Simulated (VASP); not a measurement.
**Sb under changes of volume**

One of the cells (32.186 Å³/atom); the others are scaled copies at fixed shape and fractional positions:

```xyz
1
Lattice="3.1809 0.0000 0.0000 0.0000 3.1809 0.0000 0.0000 0.0000 3.1809" Properties=species:S:1:pos:R:3 pbc="T T T"
Sb    0.0000    0.0000    0.0000
```

This isn't the form of Sb at room conditions, which is rhombohedral.

| Item | Value |
| --- | --- |
| Program | VASP 6.6.1 |
| Functional | PBEsol |
| Potentials or basis | VASP PAW PBE potentials, release 64 (Sb) |
| Cutoff | 520 eV |
| k mesh | 8 × 8 × 8 |
| Occupations | fermi-dirac, width 0.05 eV |
| Spin | no spin polarisation |

```csv
volume (Å³/atom),energy over the lowest point (meV/atom),pressure (GPa)
29.661,0.00,-1.5
30.292,?,?
30.923,21.00,-3.7
32.186,57.38,-5.4
32.817,80.23,-6.1
33.448,105.68,-6.7
```

What does the run at 30.292 Å³/atom give?

Energy over the lowest point 8.32 meV/atom; pressure -2.7 GPa.

Worked out: A Birch-Murnaghan fit of order 3 (a polynomial in V^(-2/3)) to the other rows has its minimum at 28.94 Å³/atom, just outside them, with B0 = V·E''(V) = 66 GPa and B' = 4.7. It gives 8.33 meV/atom at 30.292 Å³/atom, against the run's 8.32, and -dE/dV = -2.7 GPa, against -2.7.

Energies are extrapolated to zero smearing.

Caveats: the PAW data sets were made with another functional, which shifts forces and pressure a little.
